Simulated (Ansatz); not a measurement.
# Equation of state of Os from a dense series

```yaml
crystal:
  lattice:
    - [0.00000, 1.94500, 1.94500]
    - [1.94500, 0.00000, 1.94500]
    - [1.94500, 1.94500, 0.00000]
  atoms:
    - { symbol: Os, position: [0.00000, 0.00000, 0.00000] }
```

The geometry is COD entry 1534943, unchecked; take it as a test cell.

No spin–orbit coupling, which matters for the heavy atoms here.

Theory: DFT, PBE, all-electron LAPW, scalar-relativistic in Ansatz 0.2.0.

Numerical set-up: a Γ-centred 14×14×14 k mesh, Fermi–Dirac smearing of 0.05 eV, basis error target 0.5 meV/atom, no spin polarisation.

The cell is scaled evenly. Fractional coordinates are held (clamped ions).

| V (Å³/atom) | P (GPa) |
| --- | --- |
| 14.127 | 6.13 |
| 14.422 | -2.10 |
| 14.569 | -5.86 |
| 14.716 | -9.40 |
| 14.863 | -12.74 |
| 15.010 | -15.88 |
| 15.305 | -21.61 |
| 15.599 | -26.69 |

Problem. Fit a third-order Birch–Murnaghan curve to the pressures.

Solution. P = (3B0/2)(y^(7/2) − y^(5/2))[1 + (3/4)(B0′ − 4)(y − 1)] with y = (V0/V)^(2/3) fits within 0.01 GPa for V0 = 14.343 Å³/atom, B0 = 390.0 GPa and B0′ = 4.87.

Problem. Predict the pressure at the withheld volume, 13.833 Å³/atom.

Solution. There y = 1.0244, so the fit gives 15.42 GPa; the run gave 15.39 GPa.
